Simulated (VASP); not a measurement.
## VASP 6.6.1 run: CdSe

INCAR

```
NSW = 0
SIGMA = 0.02
IBRION = -1
NELM = 59
NELMIN = 8
LREAL = .FALSE.
LWAVE = .FALSE.
GGA = PE
ISMEAR = -1
PREC = Accurate
NBANDS = 16
ISIF = 2
LASPH = .TRUE.
EDIFF = 1E-7
LCHARG = .FALSE.
ENCUT = 520
```

KPOINTS

```
KPOINTS created by Atomic Simulation Environment
0
Gamma
8 8 8
0 0 0
```

POSCAR

```
Cd Se
 1.0000000000000000
     0.0000000000000000    2.9757475364000001    2.9757475364000001
     2.9757475364000001    0.0000000000000000    2.9757475364000001
     2.9757475364000001    2.9757475364000001    0.0000000000000000
 Cd  Se
   1   1
Cartesian
  0.0000000000000000  0.0000000000000000  0.0000000000000000
  1.4878737682000001  1.4878737682000001  1.4878737682000001
```

The recommended PBE PAW datasets give the neutral cell 18 valence electrons.

Command

```
mpirun -np 1 vasp_std
```

How does this run end, and what does it give?

It converged. Results: gap between bands v and c on the k mesh 0.74 eV; least direct gap on the k mesh 0.74 eV; pressure 7.6 GPa. Band v is the last that the valence electrons fill when counted band by band, and c is the next.

OSZICAR

```
N       E                     dE             d eps       ncg     rms          rms(c)
DAV:   1     0.112640854570E+03    0.11264E+03   -0.88480E+03   928   0.102E+03
DAV:   2    -0.156980786615E+01   -0.11421E+03   -0.10818E+03  1088   0.255E+02
DAV:   3    -0.570299999271E+01   -0.41332E+01   -0.41263E+01  1184   0.507E+01
DAV:   4    -0.571913575436E+01   -0.16136E-01   -0.16135E-01  1128   0.316E+00
DAV:   5    -0.571923189176E+01   -0.96137E-04   -0.96137E-04  1168   0.213E-01    0.722E+00
DAV:   6    -0.537295463544E+01    0.34628E+00   -0.51635E-01  1360   0.924E+00    0.555E+00
DAV:   7    -0.534911158679E+01    0.23843E-01   -0.16224E-01  1128   0.271E+00    0.226E+00
DAV:   8    -0.534993266175E+01   -0.82107E-03   -0.16257E-02  1056   0.161E+00    0.269E-01
DAV:   9    -0.535003834934E+01   -0.10569E-03   -0.16124E-03  1152   0.554E-01    0.520E-02
DAV:  10    -0.535010347016E+01   -0.65121E-04   -0.17009E-04  1216   0.169E-01    0.408E-02
DAV:  11    -0.535014595565E+01   -0.42485E-04   -0.69084E-05  1104   0.531E-02    0.130E-02
DAV:  12    -0.535014611150E+01   -0.15585E-06   -0.22935E-06  1160   0.211E-02    0.488E-03
DAV:  13    -0.535014641713E+01   -0.30563E-06   -0.12458E-06  1184   0.955E-03    0.160E-03
DAV:  14    -0.535014644796E+01   -0.30830E-07   -0.33287E-08   864   0.131E-03
   1 F= -.53501464E+01 E0= -.53501464E+01  d E =-.513443E-10
```

For comparison, a separate PBE run of the intended cell, on usual settings and not on those above, gives a gap of 0.74 eV on its mesh and a pressure of 7.6 GPa.
